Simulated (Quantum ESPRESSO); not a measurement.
Equation of state of HfN under PBE+D3(BJ)

Symmetry: Fm-3m, No. 225, cubic system. The conventional cell has a = 4.512 Å, b = 4.512 Å, c = 4.512 Å, α = 90.00°, β = 90.00°, γ = 90.00°. Hf (site symmetry m-3m) is surrounded by 6 N at 2.26 Å. N (site symmetry m-3m) has 6 Hf at 2.26 Å as nearest neighbours.

The cell was scaled at fixed shape and fractions and run with Quantum ESPRESSO, PseudoDojo 0.4.1 SR PBE standard, cutoff 1143 eV; PBE+D3(BJ), k mesh 10 × 10 × 10 on the cell of 2 atoms, fermi-dirac occupations of 0.05 eV, no spin polarisation, no spin-orbit coupling. Energies are those that the program minimises, any entropy of the smearing included. For a metal such a mesh isn't converged to the digits shown.

```tsv
V (Å³/atom)	energy over the lowest row (meV/atom)
10.7931	46.20
11.0227	21.11
11.2524	6.03
11.4820	0.00
11.7116	2.09
11.9413	?
12.1709	27.40
```

**Question.** Fit the third-order Birch-Murnaghan form, give V0, B0 and B′, and predict the energy left open.

**Answer.** With y = (V0/V)^(2/3), E = E0 + (9 V0 B0/16) [(y - 1)³ B′ + (y - 1)² (6 - 4y)]. Least squares through the rows shown give V0 = 11.5346 Å³/atom, E0 = -0.20 meV, B0 = 277.2 GPa (1 eV/Å³ = 160.218 GPa) and B′ = 4.33, with a largest miss of 0.01 meV. At V = 11.9413 the form with these constants gives 11.46 meV; the run gave 11.45 meV an atom.

The fitted bulk modulus of 277.2 GPa marks HfN as a very stiff solid, as expected of a group 4 transition-metal nitride. The stiffness comes from strong, partly ionic Hf d-N p bonding in the octahedral network: the bonding states are filled, and the remaining valence electron per formula unit enters mainly metal d states, which keeps the compound metallic without greatly weakening the framework. Compression raises the short-range repulsion between the ion cores and closed shells steeply, while expansion only gradually loses bonding overlap. This anharmonicity gives the positive B′ of 4.33 and makes the energy well steeper on the small-volume side.

The open point lies inside the fitted range, so the agreement between 11.46 and 11.45 meV shows that the curve is smooth and the form adequate there, but it tests neither extrapolation to high pressure nor the accuracy of the functional. Because only the volume was varied, the stiffness found here is resistance to uniform compression and does not establish shear strength or hardness.
